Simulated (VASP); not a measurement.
Crystal: LiNbO3.

```
Li Nb O
1.0
     2.57580    1.48714    4.62300
    -2.57580    1.48714    4.62300
     0.00000   -2.97428    4.62300
Li Nb O
2 2 6
Direct
  0.28150 0.28150 0.28150
  0.78150 0.78150 0.78150
  0.00006 0.00006 0.00006
  0.50006 0.50006 0.50006
  0.11231 0.35836 0.71959
  0.71959 0.11231 0.35836
  0.35836 0.71959 0.11231
  0.21959 0.85836 0.61231
  0.85836 0.61231 0.21959
  0.61231 0.21959 0.85836
```

```yaml
Program: VASP 6.6.1
Task: relaxation of cell and atoms
Functional: PBE
Potentials_or_basis: VASP PAW PBE potentials, release 64 (Li_sv, Nb_sv, O)
Cutoff: 600 eV
k_mesh: 6 × 6 × 6
Occupations: gaussian, width 0.03 eV
Spin: no spin polarisation
```

At the start: pressure 4.0 GPa; volume 10.63 Å³/atom.

Problem. Where does the relaxation end?

Solution. Over 7 steps the energy falls by 2.9 meV/atom and the volume is 10.86 Å³/atom (+2.2 %); space group R3c (No. 161, to 0.05 Å).

The path:
| step | energy change (eV) | largest force (eV/Å) | pressure (GPa) | volume (Å³) |
| --- | --- | --- | --- | --- |
| 1 | 0.0000 | 0.1954 | 4.05 | 106.25 |
| 2 | 0.0207 | 0.4659 | -4.73 | 110.43 |
| 3 | -0.0239 | 0.1364 | 0.15 | 107.99 |
| 4 | -0.0280 | 0.0448 | 0.03 | 108.37 |
| 5 | -0.0285 | 0.0151 | 0.02 | 108.54 |
| 6 | -0.0285 | 0.0178 | -0.01 | 108.56 |
| 7 | -0.0285 | 0.0083 | -0.03 | 108.56 |

Final structure:
```cif
data_structure
_symmetry_space_group_name_H-M 'P 1'
_symmetry_Int_Tables_number 1
_cell_length_a 5.5415
_cell_length_b 5.5415
_cell_length_c 5.5415
_cell_angle_alpha 55.782
_cell_angle_beta 55.782
_cell_angle_gamma 55.782
_cell_volume 108.56
loop_
_atom_site_label
_atom_site_type_symbol
_atom_site_fract_x
_atom_site_fract_y
_atom_site_fract_z
_atom_site_occupancy
Li1 Li 0.28156 0.28156 0.28156 1
Li2 Li 0.78156 0.78156 0.78156 1
Nb1 Nb 0.00029 0.00029 0.00029 1
Nb2 Nb 0.50029 0.50029 0.50029 1
O1 O 0.11060 0.35840 0.72097 1
O2 O 0.72097 0.11060 0.35840 1
O3 O 0.35840 0.72097 0.11060 1
O4 O 0.22097 0.85840 0.61060 1
O5 O 0.85840 0.61060 0.22097 1
O6 O 0.61060 0.22097 0.85840 1
```

Caveat: the cutoff is under 1.25 times the usual one of these potentials, so pressure, stress and relaxed cells hold a basis-set (Pulay) error.
